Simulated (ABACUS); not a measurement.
# K: equation of state with PBE

The system is K.

```xyz
1
Lattice="-2.6976 2.6976 2.6976 2.6976 -2.6976 2.6976 2.6976 2.6976 -2.6976" Properties=species:S:1:pos:R:3 pbc="T T T"
K     0.0000    0.0000    0.0000
```

```yaml
Program: ABACUS 3.10.1
Task: equation of state
Functional: PBE
Potentials_or_basis: SPMS ONCV 1.0 PBE
Cutoff: 1007 eV
Density_cutoff: 4027 eV
Basis: plane waves
k_mesh: 6 × 6 × 6
Occupations: fermi-dirac, width 0.05 eV
Spin: no spin polarisation
Radial_cutoff_of_the_potentials_pseudo_rcut: 10 bohr
SCF_threshold_on_the_density: 1e-08
Max_SCF_steps: 100
Eigensolver: dav
Mixing: broyden
Mixing_share: 0.7
Symmetry_key: 1
Bands: 9
```

```
Equilibrium volume                      : 74.30 Å³/atom
Bulk modulus                            : 3.5 GPa
Pressure derivative of the bulk modulus : 3.8 (rough: it moves with the points fitted)
```

Energy against volume, from the lowest point:
```
volume (Å³/atom)  energy (meV/atom)
          73.807               0.00
          76.948               0.94
          80.089               4.35
          83.230               9.78
```

All runs of the series together: 12 s on 4 threads of AMD EPYC 9R45 96-Core Processor (Zen 5) (shared host).
